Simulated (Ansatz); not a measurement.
Crystal: TiO2.

```
Ti O
1.0
     4.59984    0.00000    0.00000
     0.00000    4.59984    0.00000
     0.00000    0.00000    2.95921
Ti O
2 4
Direct
  0.00000 0.00000 0.50000
  0.50000 0.50000 0.00000
  0.30432 0.30432 0.50000
  0.19568 0.80432 0.00000
  0.80432 0.19568 0.00000
  0.69568 0.69568 0.50000
```

The cell is a database's computed one.

Base run:

| Quantity | Value |
| --- | --- |
| Program | Ansatz 0.2.0 |
| Functional | PBE |
| Potentials or basis | Ansatz PAW |
| Cutoff | 420 eV (not typed: the program's choice for these potentials) |
| k mesh | 6 × 6 × 9 |
| Occupations | fermi-dirac, width 0.05 eV |
| Spin | no spin polarisation |
| Hubbard terms | Ti d U = 5 eV |

Its results: band gap on the k mesh 2.43 eV, indirect (least direct gap 2.50 eV); pressure 8.9 GPa; largest force 0.013 eV/Å.

Question: After a change of settings the same cell gave: band gap on the k mesh 1.97 eV, direct; pressure 5.1 GPa; largest force 0.008 eV/Å. Which change was it?
A. hubbard terms from Ti d U = 5 eV to Ti d U = 4 eV
B. hubbard terms from Ti d U = 5 eV to Ti d U = 1 eV
C. hubbard terms from Ti d U = 5 eV to none; hubbard projectors from ortho-atomic (the default) to none

Answer: B.
